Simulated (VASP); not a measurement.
# BN (Qingsongite) (F-43m) in VASP: further runs

BN (Qingsongite) is run at these levels: LDA; tasks: single point.

All numbers are computed with VASP 6.6.1; they aren't measurements. Logs are shortened: lines on timing, memory, paths and dates and some standing lists are left out, and cuts for length are marked.

**The experiment to reproduce.**

A printed reference work, monograph reports, for a bulk crystal of BN at 300 K: band gap 6.4 eV (indirect).

How close the calculation comes is told below.

**1. The cell of the first run**

Symmetry: F-43m, No. 216, cubic system. Conventional cell: a = 3.541 Å, b = 3.541 Å, c = 3.541 Å, α = 90.00°, β = 90.00°, γ = 90.00°. B (site symmetry -43m) has 4 N at 1.53 Å within 2.0 Å. N (site symmetry -43m) has 4 B at 1.53 Å within 2.0 Å.

**2. Single point, LDA**

Contents of INCAR:

```
SYSTEM = BN
PREC = Accurate
ENCUT = 520
EDIFF = 1E-6
ISMEAR = 0
SIGMA = 0.01
LREAL = .False.
LASPH = .True.
NELM = 60
ALGO = Normal
ISIF = 2
LWAVE = .False.
LCHARG = .False.
GGA = CA
NBANDS = 11
```

Contents of KPOINTS:

```
Automatic mesh
0
Gamma
  9 9 9
  0 0 0
```

Contents of POSCAR:

```
BN
1.0
    0.0000000000      1.7706018915      1.7706018915
    1.7706018915      0.0000000000      1.7706018915
    1.7706018915      1.7706018915      0.0000000000
B N
1 1
Direct
    0.0000000000      0.0000000000      0.0000000000
    0.2500000000      0.2500000000      0.2500000000
```

Potentials or basis: VASP PAW LDA potentials, release 64 (B, N).

On the command line:

```bash
$ cat potpaw_LDA.64/B/POTCAR potpaw_LDA.64/N/POTCAR > POTCAR
$ mpirun -np 1 vasp_std > vasp.out
```

OUTCAR:

```text
SYSTEM = BN
   PREC = Accurate
   ENCUT = 520
   EDIFF = 1E-6
   ISMEAR = 0
   LREAL = .False.
   LASPH = .True.
   NELM = 60
   ISIF = 2
   GGA = CA

 ion  position               nearest neighbor table
   1  0.000  0.000  0.000-   2 1.53   2 1.53   2 1.53   2 1.53
   2  0.250  0.250  0.250-   1 1.53   1 1.53   1 1.53   1 1.53

  LATTYP: Found a face centered cubic cell.
 ALAT       =     3.5412037830

  Lattice vectors:

 A1 = (   0.0000000000,   1.7706018915,   1.7706018915)
 A2 = (   1.7706018915,   0.0000000000,   1.7706018915)
 A3 = (   1.7706018915,   1.7706018915,   0.0000000000)

Analysis of symmetry for initial positions (statically):
=====================================================================
 Subroutine PRICEL returns:
 Original cell was already a primitive cell.

 Routine SETGRP: Setting up the symmetry group for a
 face centered cubic supercell.

 Subroutine GETGRP returns: Found 24 space group operations
 (whereof 24 operations were pure point group operations)
 out of a pool of 48 trial point group operations.

The static configuration has the point symmetry T_d .

Analysis of symmetry for dynamics (positions and initial velocities):
=====================================================================
 Subroutine PRICEL returns:
 Original cell was already a primitive cell.

 Routine SETGRP: Setting up the symmetry group for a
 face centered cubic supercell.

 Subroutine GETGRP returns: Found 24 space group operations
 (whereof 24 operations were pure point group operations)
 out of a pool of 48 trial point group operations.

The dynamic configuration has the point symmetry T_d .

 Subroutine INISYM returns: Found 24 space group operations
 (whereof 24 operations are pure point group operations),
 and found     1 'primitive' translations

----------------------------------------------------------------------------------------

                                     Primitive cell

  volume of cell :      11.1018

  direct lattice vectors                    reciprocal lattice vectors
     0.000000000  1.770601891  1.770601891    -0.282389849  0.282389849  0.282389849
     1.770601891  0.000000000  1.770601891     0.282389849 -0.282389849  0.282389849
     1.770601891  1.770601891  0.000000000     0.282389849  0.282389849 -0.282389849

  length of vectors
     2.504009209  2.504009209  2.504009209     0.489113565  0.489113565  0.489113565

  position of ions in fractional coordinates (direct lattice)
     0.000000000  0.000000000  0.000000000
     0.250000000  0.250000000  0.250000000

  ion indices of the primitive-cell ions
   primitive index   ion index
                 1           1
                 2           2

----------------------------------------------------------------------------------------

 KPOINTS: Automatic mesh

Automatic generation of k-mesh.
 Grid dimensions read from file:
 generate k-points for:    9    9    9

 Generating k-lattice:

  Cartesian coordinates                     Fractional coordinates (reciprocal lattice)
    -0.031376650  0.031376650  0.031376650     0.111111111  0.000000000  0.000000000
     0.031376650 -0.031376650  0.031376650     0.000000000  0.111111111  0.000000000
     0.031376650  0.031376650 -0.031376650     0.000000000  0.000000000  0.111111111

  Length of vectors
     0.054345952  0.054345952  0.054345952

  Shift w.r.t. Gamma in fractional coordinates (k-lattice)
     0.000000000  0.000000000  0.000000000

 Subroutine IBZKPT returns following result:
 ===========================================

 Found     35 irreducible k-points:

 Following reciprocal coordinates:
            Coordinates               Weight
  0.000000  0.000000  0.000000      1.000000
  0.111111  0.000000  0.000000      8.000000
  0.222222  0.000000  0.000000      8.000000
  0.333333  0.000000  0.000000      8.000000
  0.444444  0.000000  0.000000      8.000000
  0.111111  0.111111  0.000000      6.000000
[... 16 lines left out ...]
 -0.333333  0.333333  0.000000     12.000000
  0.444444  0.444444  0.000000      6.000000
 [... further k-points ...]
   k-points           NKPTS =     35   k-points in BZ     NKDIM =     35   number of bands    NBANDS=     11
   number of dos      NEDOS =    301   number of ions     NIONS =      2
   total plane-waves  NPLWV =   8000
   dimension x,y,z NGX =    20 NGY =   20 NGZ =   20
   dimension x,y,z NGXF=    40 NGYF=   40 NGZF=   40
   ions per type =               1   1
   NGX,Y,Z   is equivalent  to a cutoff of  13.28, 13.28, 13.28 a.u.
   NGXF,Y,Z  is equivalent  to a cutoff of  26.56, 26.56, 26.56 a.u.
 SYSTEM =  BN
   PREC   = accura    normal or accurate (medium, high low for compatibility)
   ISTART =      0    job   : 0-new  1-cont  2-samecut
   ICHARG =      2    charge: 1-file 2-atom 10-const
   ISPIN  =      1    spin polarized calculation?
   LNONCOLLINEAR =      F non collinear calculations
   LSORBIT =      F    spin-orbit coupling
   LASPH  =      T    aspherical Exc in radial PAW
   ENCUT  =  520.0 eV  38.22 Ry    6.18 a.u.   4.66  4.66  4.66*2*pi/ulx,y,z
   NELM   =     60;   NELMIN=  2; NELMDL= -5     # of ELM steps
   EDIFF  = 0.1E-05   stopping-criterion for ELM
   LREAL  =      F    real-space projection
   EDIFFG = 0.1E-04   stopping-criterion for IOM
   NSW    =      0    number of steps for IOM
   IBRION =     -1    ionic relax: 0-MD 1-quasi-New 2-CG
   NFREE  =      0    steps in history (QN), initial steepest desc. (CG)
   ISIF   =      2    stress and relaxation
   ISYM   =      2    0-nonsym 1-usesym 2-fastsym
   POTIM  = 0.5000    time-step for ionic-motion
   TEBEG  =    0.0;   TEEND  =   0.0 temperature during run
   PSTRESS=    0.0 pullay stress
   NELECT =       8.0000    total number of electrons
   NUPDOWN=      -1.0000    fix difference up-down
   EMIN   =  10.00;   EMAX   =-10.00  energy-range for DOS
   EFERMI =   0.00;   METHOD = LEGACY
   ISMEAR =     0;   SIGMA  =   0.01  broadening in eV -4-tet -1-fermi 0-gaus
   EFERMI_NEDOS =   21; number of points for ismear=-14 and -15
   IALGO  =     38    algorithm
   IMIX   =      4    mixing-type and parameters
     AMIX     =   0.40;   BMIX     =  1.00
     AMIX_MAG =   1.60;   BMIX_MAG =  1.00
  volume/ion in A,a.u.               =       5.55        37.46
  Fermi-wavevector in a.u.,A,eV,Ry     =   1.467711  2.773572 29.309341  2.154176
  Thomas-Fermi vector in A             =   2.583296
   LORBIT       =      0    0 simple, 1 ext, 2 COOP (PROOUT), +10 PAW based schemes
   GGA     = CA    functional components
   LHFCALC =     F    Hartree Fock is set to
   AEXX    =    0.0000 exact exchange contribution
   IVDW    =     0    specifies the selected vdW correction
   LEPSILON=     F    determine dielectric tensor
   LRPA    =     F    only Hartree local field effects (RPA)
 non-spin polarized calculation
 Gauss-broadening in eV      SIGMA  =   0.01
  energy-cutoff  :      520.00
  volume of cell :       11.10
 maximum number of plane-waves:       310
   NGX =  9   NGY =  9   NGZ =  9

 number of electron       7.9999999 magnetization

 Free energy of the ion-electron system (eV)
  ---------------------------------------------------
  ext. energy  EPLUGINS =         0.00000000
  ---------------------------------------------------
  free energy    TOTEN  =       -19.39454463 eV

  energy without entropy =      -19.39454463  energy(sigma->0) =      -19.39454463

 E-fermi :   8.3193     XC(G=0): -13.4049

 val. band max:        8.1830412627   @ k =   0.0000   0.0000   0.0000
 cond. band min:      12.7635825415   @ k =   0.4444   0.4444   0.0000
 fundamental gap:      4.5805412788
 Fermi energy:         8.3192590376

 k-point     1 :       0.0000    0.0000    0.0000
  band No.  band energies     occupation
      1     -12.6045      2.00000
      2       8.1830      2.00000
      3       8.1830      2.00000
      4       8.1830      2.00000
      5      17.1584      0.00000
      6      17.1585      0.00000
      7      17.1585      0.00000
      8      19.6453      0.00000
      9      33.8584      0.00000
     10      36.7433      0.00000
     11      36.7433      0.00000

 k-point     2 :       0.1111    0.0000    0.0000
  band No.  band energies     occupation
      1     -12.2888      2.00000
      2       6.5973      2.00000
      3       7.8508      2.00000
      4       7.8508      2.00000
      5      17.6400      0.00000
      6      17.6555      0.00000
      7      17.6555      0.00000
      8      20.4907      0.00000
      9      33.1749      0.00000
     10      33.6273      0.00000
     11      33.6273      0.00000

 k-point     3 :       0.2222    0.0000    0.0000
  band No.  band energies     occupation
      1     -11.3608      2.00000
      2       3.3486      2.00000
      3       7.1516      2.00000
      4       7.1516      2.00000
      5      18.3067      0.00000
      6      18.5804      0.00000
      7      18.5804      0.00000
      8      22.1406      0.00000
      9      32.2096      0.00000
     10      32.2408      0.00000
     11      32.2408      0.00000

 k-point     4 :       0.3333    0.0000    0.0000
  band No.  band energies     occupation
      1      -9.9099      2.00000
      2      -0.0388      2.00000
      3       6.5156      2.00000
      4       6.5156      2.00000
      5      18.8598      0.00000
      6      19.0652      0.00000
      7      19.0652      0.00000
      8      23.2825      0.00000
      9      31.9322      0.00000
     10      33.1227      0.00000
     11      33.1227      0.00000
[... 239 lines left out ...]
 k-point    22 :      -0.4444    0.3333    0.0000
  band No.  band energies     occupation
      1      -6.7068      2.00000
      2      -0.6590      2.00000
      3       1.0350      2.00000
      4       3.7391      2.00000
      5      14.9737      0.00000
      6      20.8437      0.00000
      7      24.6602      0.00000
      8      25.3127      0.00000
      9      28.2627      0.00000
     10      35.6976      0.00000
     11      37.2202      0.00000

 k-point    23 :      -0.3333    0.3333    0.0000
  band No.  band energies     occupation
      1      -6.7944      2.00000
      2      -0.7045      2.00000
      3       0.4356      2.00000
      4       4.4519      2.00000
      5      16.1306      0.00000
      6      23.2753      0.00000
      7      23.2875      0.00000
      8      25.0549      0.00000
      9      26.8099      0.00000
     10      33.7592      0.00000
     11      35.8913      0.00000

 k-point    24 :       0.4444    0.4444    0.0000
  band No.  band energies     occupation
      1      -6.9918      2.00000
      2      -0.6055      2.00000
      3       3.0479      2.00000
      4       3.0479      2.00000
      5      12.7636      0.00000
      6      17.7860      0.00000
      7      26.5063      0.00000
      8      26.5063      0.00000
      9      29.5795      0.00000
     10      36.5268      0.00000
     11      43.1087      0.00000

 [... further k-points ...]
[... 5 lines left out ...]
  --------------------------------------------------------------------------------------
  -------------------------------------------------------------------------------------
  Total        1.0615994      1.0615994      1.0615994      0.0000000      0.0000000     -0.0000000
  in kB      153.2069504    153.2069504    153.2069504      0.0000000      0.0000000     -0.0000000
  external PRESSURE =     153.2069504 kB  Pullay stress =       0.0000000 kB

 VOLUME and BASIS-vectors are now :
 -----------------------------------------------------------------------------
  energy-cutoff  :      520.00
  volume of cell :       11.10
      direct lattice vectors                 reciprocal lattice vectors
     0.000000000  1.770601891  1.770601891    -0.282389849  0.282389849  0.282389849
     1.770601891  0.000000000  1.770601891     0.282389849 -0.282389849  0.282389849
     1.770601891  1.770601891  0.000000000     0.282389849  0.282389849 -0.282389849

 POSITION                                       TOTAL-FORCE (eV/Angst)
 -----------------------------------------------------------------------------------
      0.00000      0.00000      0.00000        -0.000000      0.000000     -0.000000
      0.88530      0.88530      0.88530         0.000000     -0.000000      0.000000
 -----------------------------------------------------------------------------------
    total drift:                               -0.000000     -0.000000     -0.000000

  FREE ENERGIE OF THE ION-ELECTRON SYSTEM (eV)
  ---------------------------------------------------
  free  energy   TOTEN  =       -19.3945446280 eV

  energy  without entropy=      -19.3945446280  energy(sigma->0) =      -19.39454463
```

Wall time 3.4 s (1 thread of Intel Xeon 6975P-C, shared host); peak memory 0.11 GiB.

Results:

```
Free energy            : -19.3945 eV
Pressure               : 15.3 GPa
Band gap on the k mesh : 4.58 eV, indirect (least direct gap 8.98 eV)
```

**3. Single point, LDA**

This run uses another cell than the first one, of 5.67 Å³/atom, 1.021 times its volume.

Contents of INCAR:

```
PREC     = Accurate       # precision mode
ENCUT    = 520            # plane-wave cutoff, eV
EDIFF    = 1E-6           # SCF threshold, eV
ISMEAR   = 0              # smearing method
SIGMA    = 0.01           # smearing width, eV
LREAL    = False          # projectors in reciprocal space
LASPH    = True           # aspherical terms in the spheres
NELM     = 80             # most SCF steps
ALGO     = Normal         # electronic algorithm
ISIF     = 2              # what is computed and relaxed
LWAVE    = False          # write WAVECAR
LCHARG   = False          # write CHGCAR
NBANDS   = 11             # bands
```

Contents of KPOINTS:

```
regular mesh
0
Gamma
  9 9 9
```

Contents of POSCAR:

```
BN
1.0
    0.0000000000      1.7830713297      1.7830713297
    1.7830713297      0.0000000000      1.7830713297
    1.7830713297      1.7830713297      0.0000000000
B N
1 1
Direct
    0.0000000000      0.0000000000      0.0000000000
    0.2500000000      0.2500000000      0.2500000000
```

Potentials or basis: VASP PAW LDA potentials, release 64 (B, N).

On the command line:

```bash
$ cat potpaw_LDA.64/B/POTCAR potpaw_LDA.64/N/POTCAR > POTCAR
$ mpirun -np 1 vasp_std > vasp.out
```

Run time: 3.1 s. Hardware: 1 thread of Intel Xeon 6975P-C, shared host; peak memory 0.11 GiB.

Results (log left out):

* Free energy: -19.4105 eV
* Pressure: 6.0 GPa
* Band gap on the k mesh: 4.55 eV, indirect (least direct gap 8.88 eV)

Levels at points of the mesh, in eV from the valence-band top:
```csv
k point,band 2,band 3,band 4,band 5,band 6,band 7
"(0.00, 0.00, 0.00)",0.00,0.00,0.00,8.88,8.88,8.88
```

**4. Single point, LDA**

This run uses another cell than the first one, of 5.79 Å³/atom, 1.043 times its volume.

Contents of INCAR:

```
  PREC = Accurate
  ENCUT = 520
  EDIFF = 1E-6
  ISMEAR = 0
  SIGMA = 0.01
  LREAL = False
  LASPH = True
  NELM = 100
  ALGO = Normal
  ISIF = 2
  LWAVE = False
  LCHARG = False
  GGA = CA
  NBANDS = 11
```

KPOINTS is that of step 3.

Contents of POSCAR:

```
BN
1.0
    0.0000000000      1.7953687620      1.7953687620
    1.7953687620      0.0000000000      1.7953687620
    1.7953687620      1.7953687620      0.0000000000
B N
1 1
Direct
    0.0000000000      0.0000000000      0.0000000000
    0.2500000000      0.2500000000      0.2500000000
```

On the command line:

```bash
$ cat potpaw_LDA.64/B/POTCAR potpaw_LDA.64/N/POTCAR > POTCAR
$ mpirun -np 1 vasp_std > vasp.out
```

It took 3.6 s on 1 thread of Intel Xeon 6975P-C, shared host; peak memory 0.11 GiB.

The run converged. Its results:

```yaml
Free_energy: -19.4134 eV
Pressure: -2.4 GPa
Band_gap_on_the_k_mesh: 4.53 eV, indirect (least direct gap 8.78 eV)
```

Levels at points of the mesh, in eV from the valence-band top:
| k point | band 1 | band 2 | band 3 | band 4 | band 5 | band 6 | band 7 | band 8 |
| --- | --- | --- | --- | --- | --- | --- | --- | --- |
| (0.00, 0.00, 0.00) | -20.30 | 0.00 | 0.00 | 0.00 | 8.78 | 8.78 | 8.78 | 10.77 |

(Part 1 of 2 ends here.)
